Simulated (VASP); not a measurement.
**Sb2Se5: relaxation of cell and atoms with PBE**

The system is Sb2Se5.

```
CELL_PARAMETERS angstrom
4.00000 0.00000 0.00000
-2.00000 3.46410 0.00000
0.00000 0.00000 13.85000
ATOMIC_POSITIONS crystal
Sb 0.66667 0.33333 0.86000
Sb 0.33333 0.66667 0.14000
Se 0.00000 0.00000 0.41400
Se 0.00000 0.00000 0.58600
Se 0.33333 0.66667 0.74000
Se 0.66667 0.33333 0.26000
Se 0.00000 0.00000 0.00000
```

The cell was built by a generator and needn't be a form met in nature.

```
Program                : VASP 6.6.1
Task                   : relaxation of cell and atoms
Functional             : PBE
Potentials or basis    : VASP PAW PBE potentials, release 64 (Sb, Se)
Cutoff                 : 520 eV
k mesh                 : 4 × 4 × 1
Occupations            : gaussian, width 0.15 eV
Spin                   : no spin polarisation
Further INCAR settings : PREC = Normal; ALGO = Fast; EDIFF = 0.0001; IBRION = 2; EDIFFG = -0.08; NSW = 24; ISIF = 3
```

* Relaxed volume: 30.06 Å³/atom
* Relaxed cell: a = 4.028 Å, b = 4.028 Å, c = 14.975 Å, α = 90.00°, β = 90.00°, γ = 120.00°
* Space group after relaxing (to 0.05 Å): P-3m1 (No. 164)
* Energy gained by relaxing: 61.0 meV/atom
* Ionic steps: 22
* Pressure after relaxing: -0.2 GPa
* Largest force after relaxing: 0.044 eV/Å
* Band gap on the k mesh: none (metal or under the smearing width)

Forces in eV/Å, atoms in the order of the input:
```
Sb   0.000  0.000  0.023
Sb   0.000  0.000 -0.023
Se   0.000  0.000  0.030
Se   0.000  0.000 -0.030
Se   0.000  0.000  0.044
Se   0.000  0.000 -0.044
Se   0.000  0.000  0.000
```

Stress tensor (GPa, compression positive):
```
-0.40  0.00  0.00
 0.00 -0.40  0.00
 0.00  0.00  0.16
```

The path:
```tsv
step	energy change (eV)	largest force (eV/Å)	pressure (GPa)	volume (Å³)
1	0.0000	1.9261	-0.93	191.91
2	-0.0966	1.4102	2.78	187.46
3	-0.1675	0.3084	1.15	189.06
4	-0.2103	0.3873	0.29	193.56
5	-0.2192	0.4873	-0.27	197.50
6	-0.2512	0.4507	-0.90	199.55
7	-0.2606	0.5617	-1.36	201.27
8	-0.2817	0.5103	-1.11	200.85
9	-0.3226	0.4855	-0.27	199.56
10	-0.2748	1.0890	1.84	196.86
11	-0.3286	0.6181	0.20	198.96
12	-0.3431	0.5238	0.33	199.12
13	-0.3643	0.6422	0.60	199.59
14	-0.3767	0.4334	0.36	200.38
15	-0.3884	0.3324	-0.23	202.23
16	-0.3932	0.3017	-0.16	202.31
17	-0.4045	0.2296	0.02	202.53
18	-0.4135	0.2498	0.38	202.97
19	-0.4213	0.0779	0.44	204.90
20	-0.4223	0.2246	0.43	206.15
21	-0.4264	0.0971	0.12	208.25
22	-0.4268	0.0435	-0.21	210.40
```

Final structure:
```yaml
crystal:
  lattice:
    - [4.02788, 0.00000, 0.00000]
    - [-2.01394, 3.48825, 0.00000]
    - [0.00000, 0.00000, 14.97501]
  atoms:
    - { symbol: Sb, position: [0.66667, 0.33333, 0.87244] }
    - { symbol: Sb, position: [0.33333, 0.66667, 0.12756] }
    - { symbol: Se, position: [0.00000, 0.00000, 0.42665] }
    - { symbol: Se, position: [0.00000, 0.00000, 0.57335] }
    - { symbol: Se, position: [0.33333, 0.66667, 0.76777] }
    - { symbol: Se, position: [0.66667, 0.33333, 0.23223] }
    - { symbol: Se, position: [0.00000, 0.00000, 0.00000] }
```

Levels at points of the mesh, in eV from the Fermi level:
| k point | band 17 | band 18 | band 19 | band 20 | band 21 | band 22 | band 23 | band 24 |
| --- | --- | --- | --- | --- | --- | --- | --- | --- |
| (0.00, 0.00, 0.00) | -1.58 | -1.20 | -0.89 | 0.16 | 0.82 | 0.82 | 1.16 | 1.16 |
| (0.50, 0.00, 0.00) | -2.06 | -1.78 | -1.21 | -1.10 | 0.40 | 0.89 | 1.80 | 1.92 |

It took 2.4 min on 1 thread of Intel(R) Xeon(R) Platinum 8488C (Sapphire Rapids) (shared host), peak memory 0.21 GiB.

Caveat: the k mesh is coarse (spacing up to 0.45 Å⁻¹), so the values aren't converged; this functional lacks dispersion, which binds the layers, so the pressure and a relaxed spacing across them are unreliable; the relaxation stopped at a loose force limit of 0.08 eV/Å, so its end isn't a converged minimum. The run has no spin-orbit coupling, so splittings on Sb are missing.
